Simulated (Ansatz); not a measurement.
# HfS2: the cost of one run

Computed with Ansatz 0.2.0 (DFT LDA, scalar-relativistic, plane waves, PAW, unless a step's input says otherwise).

4 further runs of the same task are left out: 1 that didn't finish, 3 set aside as unsound or not needed.

**1. The structure to begin with**

The structure is trigonal, space group P-3m1 (No. 164). The conventional cell has a = 3.556 Å, b = 3.556 Å, c = 5.681 Å, α = 90.00°, β = 90.00°, γ = 120.00°. Around Hf (site symmetry -3m) lie 6 S at 2.51 Å. Around S (site symmetry 3m) lie 3 Hf at 2.51 Å.

As a file:

```
Hf S
1.0
     3.55595    0.00000    0.00000
    -1.77797    3.07954    0.00000
     0.00000    0.00000    5.68053
Hf S
1 2
Cartesian
  0.0000 0.0000 0.0000
  1.7780 1.0265 4.2344
  0.0000 2.0530 1.4461
```

It goes back to an entry of the Materials Project.

It is the result of an earlier relaxation at this level (volume 20.74 Å³/atom; gap on the mesh: 0.58 eV).

**2. Relaxing at 16 GPa**

What is minimised here is the enthalpy; the energy can go up as the cell is squeezed.

The input, input.yaml:

```yaml
crystal:
  lattice:
    - [3.5559471953, 0.0, 0.0]
    - [-1.7779735977, 3.0795406057, 0.0]
    - [0.0, 0.0, 5.6805292181]
  atoms:
    - { symbol: Hf, position: [0.0, 0.0, 0.0] }
    - { symbol: S, position: [0.6666666667, 0.3333333333, 0.7454257775] }
    - { symbol: S, position: [0.3333333333, 0.6666666667, 0.2545742225] }
basis:
  ecutwfc: 420
kpoints:
  mp_grid: { grid: [12, 12, 6] }
hamiltonian:
  xc: lda
scf:
  occupations: { method: fixed }
output:
  forces: true
  stress: true
  eigenvalues: true
relax:
  adjacent_minimum: "off"
  f_tol: 0.001
  max_steps: 60
  cell: { stress_tol: 0.02, p_target: 16.0 }
```

The run is started by

```sh
$ ansatz run input.yaml --threads 1 --pin off --max-ram 3072MiB --backend cpu --events-out ev --progress --plain --runs-dir out
```

What time and memory should one allow on 1 thread of AMD EPYC 7R43 (Zen 3), shared host?

About 70 s, with a peak of 0.47 GiB.
